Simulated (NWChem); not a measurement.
# B (P4/mmm) in NWChem: further runs

The runs below take B through single point, with PBE.

Program: NWChem 7.2.2. These are calculated values, not measurements. Logs are shortened: lines on timing, memory, paths and dates and some standing lists are left out, and cuts for length are marked.

### 1 The structure

Symmetry: P4/mmm, No. 123, tetragonal system. Conventional cell: a = 2.346 Å, b = 2.346 Å, c = 1.586 Å, α = 90.00°, β = 90.00°, γ = 90.00°. Around B (site symmetry 4/mmm) lie 2 B at 1.59 Å.

The cell was built by a generator and needn't be a form met in nature.

### 2 Single point, PBE

b.nw

```
start b
title "B scf"
memory heap 1500 mb stack 500 mb global 100 mb
geometry units angstrom nocenter noautosym noautoz print
  system crystal
    lattice_vectors
         2.3461100000    0.0000000000    0.0000000000
         0.0000000000    2.3461100000    0.0000000000
         0.0000000000    0.0000000000    3.1715800000
  end
  B  -0.5000000000 -0.5000000000  0.2500000000
  B  -0.5000000000 -0.5000000000 -0.2500000000
end
nwpw
  simulation_cell
    ngrid 20 20 30
  end
  xc pbe96
  cutoff 40.0
  ewald_ncut 8
  ewald_rcut 3.0
  monkhorst-pack 2 2 2
  smear 0.0018375 fermi orbitals 5
  scf pulay alpha 0.5 iterations 5 outer_iterations 1
  loop 10 10
  tolerances 1e-08 1e-08
end
set includestress .true.
task band gradient
```

Potentials or basis: NWChem's default library (pspw_default).

On the command line:

```sh
> nwchem b.nw > b.out
```

b.out:

```text
Northwest Computational Chemistry Package (NWChem) 7.2.2
             --------------------------------------------------------

                                NWChem Input Module
                                -------------------

                                       B scf
                                       -----

                             Geometry "geometry" -> ""
                             -------------------------

 Output coordinates in angstroms (scale by  1.889725989 to convert to a.u.)

  No.       Tag          Charge          X              Y              Z
 ---- ---------------- ---------- -------------- -------------- --------------
    1 B                    5.0000     1.17305500     1.17305500     0.79289500
    2 B                    5.0000     1.17305500     1.17305500     2.37868500

      Lattice Parameters
      ------------------

      lattice vectors in angstroms (scale by  1.889725989 to convert to a.u.)

      a1=<   2.346   0.000   0.000 >
      a2=<   0.000   2.346   0.000 >
      a3=<   0.000   0.000   3.172 >
      a=       2.346 b=      2.346 c=       3.172
      alpha=  90.000 beta=  90.000 gamma=  90.000
      omega=    17.5

      reciprocal lattice vectors in a.u.

      b1=<   1.417   0.000   0.000 >
      b2=<   0.000   1.417   0.000 >
      b3=<   0.000   0.000   1.048 >

      Atomic Mass
      -----------

      B                 11.009310

 ==============================================================================
                                internuclear distances
 ------------------------------------------------------------------------------
       center one      |      center two      | atomic units |  angstroms
 ------------------------------------------------------------------------------
    2 B                |   1 B                |     2.99671  |     1.58579
 ------------------------------------------------------------------------------
                         number of included internuclear distances:          1
 ==============================================================================

          **********************************************************
          *                                                        *
          *                   NWPW BAND Calculation                *
          *                                                        *
          *  [(bundled Grassmann/Stiefel manifold implementation)] *
          *                                                        *
          *         [ NorthWest Chemistry implementation ]         *
          *                                                        *
          *                version #1.10   01/31/03                *
          *                                                        *
          *  A pseudopotential plane-wave band structure program   *
          *  with Brillouin zone sampling for optimizing crystals, *
          *                                                        *
          **********************************************************
          ================ input data ========================
 Generating 1d pseudopotential for B

 Generated formatted_filename: ./B.cpp
 random planewave guess, initial psi:b.movecs
-   spin, nalpha, nbeta: 1    8    0

 input psi filename:./b.movecs

 options:
      boundary conditions  = periodic    (version3)
      electron spin        = restricted
      exchange-correlation = PBE96 (White and Bird) parameterization

 elements involved in the cluster:
      1: B   core charge: 3.0  lmax=2
             comment    : Hamann pseudopotential
             pseudpotential type            :   0
             highest angular component      :   2
             local potential used           :   2
             number of non-local projections:   4
             cutoff =   1.100   0.900   1.100

 total charge:   0.000

 atomic composition:
     B   :  2

 number of electrons: spin up=    3.00  spin down=    3.00 (Fourier space)
 number of orbitals:  spin up=       8  spin down=       8 (Fourier space)

 supercell:
      lattice:    a1=<   4.434   0.000   0.000 >
                  a2=<   0.000   4.434   0.000 >
                  a3=<   0.000   0.000   5.993 >
      reciprocal: b1=<   1.417   0.000   0.000 >
                  b2=<   0.000   1.417   0.000 >
                  b3=<   0.000   0.000   1.048 >
      lattice:    a=       4.434 b=      4.434 c=       5.993
                  alpha=  90.000 beta=  90.000 gamma=  90.000
                  omega=       117.8

      Ewald summation: cut radius=    3.00  and  8
                       Madelung Wigner-Seitz=    1.70312366 (alpha=    2.74542164 rs= 3.04107247)

 brillouin zone:
      number of zone points:     4 (reduced from 4 zone points without symmetry)
      weight=   0.250  ks=<   0.250   0.250   0.250 >, k=<   0.354   0.354   0.262>
      weight=   0.250  ks=<  -0.250   0.250   0.250 >, k=<  -0.354   0.354   0.262>
      weight=   0.250  ks=<   0.250  -0.250   0.250 >, k=<   0.354  -0.354   0.262>
      weight=   0.250  ks=<   0.250   0.250  -0.250 >, k=<   0.354   0.354  -0.262>

 computational grids:
      density     cutoff= 80.000  fft=  20x  20x  30(     3985 waves     3985 per task)
      wavefnc   1 cutoff= 40.000  fft=  20x  20x  30(     1422 waves     1422 per task)
      wavefnc   2 cutoff= 40.000  fft=  20x  20x  30(     1422 waves     1422 per task)
      wavefnc   3 cutoff= 40.000  fft=  20x  20x  30(     1422 waves     1422 per task)
      [... further points ...]

 technical parameters:
      time step=      5.80     fictitious mass=  400000.0
      tolerance=0.100E-07 (energy)   0.100E-07 (density)
      maximum iterations =       100 (   10 inner     10 outer )

 Kohn-Sham scf parameters:
      Kohn-Sham algorithm  = conjugate gradient
      Kohn-Sham iterations =   5 (  1 outer)
      scf algorithm        = Johnson-Pulay mixing (15 histories)
      scf mixing type      = density
      scf mixing parameter = 0.5000
      Kerker damping       = 0.0000

 fractional smearing parameters:
      smearing algorithm   = Fermi-Dirac
      smearing parameter   = 0.184E-02 (  580.2 K)
      mixing parameter     = 1.0000

= energy calculation =

          ============ scf minimization (density) ============
    iter.           Energy         DeltaE       DeltaRho        DeltaV
    ---------------------------------------------------------------------
       1   -0.5089545491E+01   -0.31028E+01    0.37164E-01    0.37164E-01
       2   -0.5267334085E+01   -0.17779E+00    0.13111E-01    0.64722E-02
       3   -0.5478842916E+01   -0.21151E+00    0.86056E-03    0.18381E-02
       4   -0.5516083762E+01   -0.37241E-01    0.47319E-03    0.10468E-02
       5   -0.5521765595E+01   -0.56818E-02    0.13414E-02    0.55244E-03
       6   -0.5522531739E+01   -0.76614E-03    0.39300E-03    0.71334E-04
       7   -0.5522564479E+01   -0.32740E-04    0.72311E-04    0.69425E-04
       8   -0.5522613328E+01   -0.48850E-04    0.13488E-04    0.11850E-04
       9   -0.5522623235E+01   -0.99063E-05    0.61736E-05    0.19835E-05
      10   -0.5522625519E+01   -0.22841E-05    0.61186E-07    0.56819E-07
      11   -0.5522625591E+01   -0.72650E-07    0.89080E-07    0.28979E-07
      12   -0.5522625613E+01   -0.22017E-07    0.21442E-08    0.80686E-09
      13   -0.5522625616E+01   -0.26183E-08    0.18065E-08    0.35668E-09
    - Writing fractional density.
      Filename:./b.rho
  *** tolerance ok.    iteration terminated.

          =============  summary of results  =================

 number of electrons: spin up=    3.00000  down=    3.00000 (real space)

 total     energy    :  -0.5522625616E+01 (   -0.27613E+01/ion)
 total orbital energy:   0.3978219684E+00
 hartree   energy    :   0.3374584352E+00
 exc-corr  energy    :  -0.2082540223E+01
 ion-ion   energy    :  -0.6213727369E+01 (   -0.31069E+01/ion)
 smearing  energy    :   0.0000000000E+00

 K.S. kinetic energy :   0.3842896352E+01
 K.S. V_l  energy    :  -0.1359702923E+01
 K.S. V_nl energy    :  -0.4700865303E-01
 K.S. V_Hart energy  :   0.6749168704E+00
 K.S. V_xc energy    :  -0.2713277325E+01
 K.S. V_so energy    :   0.0000000000E+00
 Virial Coefficient  :  -0.8964779986E+00

 Fermi energy =     0.2873887E+00 (   7.820eV)

 Brillouin zone point:      1
    weight=  0.250000
    k     =<   0.250   0.250   0.250> . <b1,b2,b3>
          =<   0.354   0.354   0.262>

 orbital energies:
     0.7185245E+00 (  19.552eV) occ=0.000
     0.4993017E+00 (  13.587eV) occ=0.000
     0.4129421E+00 (  11.237eV) occ=0.000
     0.3149789E+00 (   8.571eV) occ=0.000
     0.2597986E+00 (   7.070eV) occ=1.000
     0.5151669E-01 (   1.402eV) occ=1.000
    -0.1124150E+00 (  -3.059eV) occ=1.000

 Brillouin zone point:      2
    weight=  0.250000
    k     =<  -0.250   0.250   0.250> . <b1,b2,b3>
          =<  -0.354   0.354   0.262>

 orbital energies:
     0.7185245E+00 (  19.552eV) occ=0.000
     0.4993018E+00 (  13.587eV) occ=0.000
     0.4129420E+00 (  11.237eV) occ=0.000
     0.3149791E+00 (   8.571eV) occ=0.000
     0.2597984E+00 (   7.070eV) occ=1.000
     0.5151670E-01 (   1.402eV) occ=1.000
    -0.1124150E+00 (  -3.059eV) occ=1.000

 Brillouin zone point:      3
    weight=  0.250000
    k     =<   0.250  -0.250   0.250> . <b1,b2,b3>
          =<   0.354  -0.354   0.262>

 orbital energies:
     0.7185242E+00 (  19.552eV) occ=0.000
     0.4993018E+00 (  13.587eV) occ=0.000
     0.4129423E+00 (  11.237eV) occ=0.000
     0.3149789E+00 (   8.571eV) occ=0.000
     0.2597984E+00 (   7.070eV) occ=1.000
     0.5151663E-01 (   1.402eV) occ=1.000
    -0.1124149E+00 (  -3.059eV) occ=1.000

 Brillouin zone point:      4
    weight=  0.250000
    k     =<   0.250   0.250  -0.250> . <b1,b2,b3>
          =<   0.354   0.354  -0.262>

 orbital energies:
     0.7185244E+00 (  19.552eV) occ=0.000
     0.4993017E+00 (  13.587eV) occ=0.000
     0.4129422E+00 (  11.237eV) occ=0.000
     0.3149789E+00 (   8.571eV) occ=0.000
     0.2597986E+00 (   7.070eV) occ=1.000
     0.5151666E-01 (   1.402eV) occ=1.000
    -0.1124149E+00 (  -3.059eV) occ=1.000

 Total BAND energy   :  -0.5522625616E+01

========================
= Gradient calculation =
========================

Translation force removed: (    0.00001   -0.00001    0.00000)

          =============  Ion Gradients =================
 Ion Forces:
        1 B    (   -0.00000    0.00000    0.00001 )
        2 B    (    0.00000   -0.00000   -0.00001 )
        C.O.M. (    0.00000   -0.00000   -0.00000 )
          ===============================================
          |F|       =   0.771158E-05
          |F|/nion  =   0.385579E-05
          max|Fatom|=   0.545291E-05 (   0.000eV/Angstrom)

 Generated formatted_stress_filename: ./B.cpp2

======================
= Stress calculation =
======================

          ============= total gradient ==============
      S =  (   -0.00371    0.00000   -0.00000 )
           (    0.00000   -0.00372    0.00000 )
           (   -0.00000    0.00000    0.01446 )
          ===================================================
          |S|      = 0.15383E-01

       dE/da     =    -0.00371
       dE/db     =    -0.00372
       dE/dc     =     0.01446
       dE/dalpha =    -0.00000
       dE/dbeta  =     0.00000
       dE/dgamma =    -0.00001

 output psi filename:./b.movecs
```

It took 4.8 s on 1 thread of Arm Neoverse V1, shared host; peak memory 0.08 GiB.

These settings aren't checked as converged: the numbers below hold their error.

What came out:

```yaml
Free_energy: -150.2783 eV
Pressure: -4.5 GPa
```

Caveat: the k mesh is coarse (spacing up to 1.34 Å⁻¹), so the values aren't converged; potentials of this library can shift pressures by several GPa and gaps by up to half an eV, enough to turn an indirect gap into a direct one.

### 3 Single point, PBE

b.nw: that of step 2 with these lines changed.

```diff
@@ -15,6 +15,6 @@
   simulation_cell
-    ngrid 20 20 30
+    ngrid 24 24 30
   end
   xc pbe96
-  cutoff 40.0
+  cutoff 52.0
   ewald_ncut 8
```

Potentials or basis: NWChem's default library (pspw_default).

On the command line:

```sh
> nwchem b.nw > b.out
```

Wall time 9.7 s (1 thread of Arm Neoverse V1, shared host); peak memory 0.09 GiB.

These settings aren't checked as converged: the numbers below hold their error.

What came out:

```yaml
Free_energy: -150.2796 eV
Pressure: -4.3 GPa
```

Caveat: the k mesh is coarse (spacing up to 1.34 Å⁻¹), so the values aren't converged; potentials of this library can shift pressures by several GPa and gaps by up to half an eV, enough to turn an indirect gap into a direct one.
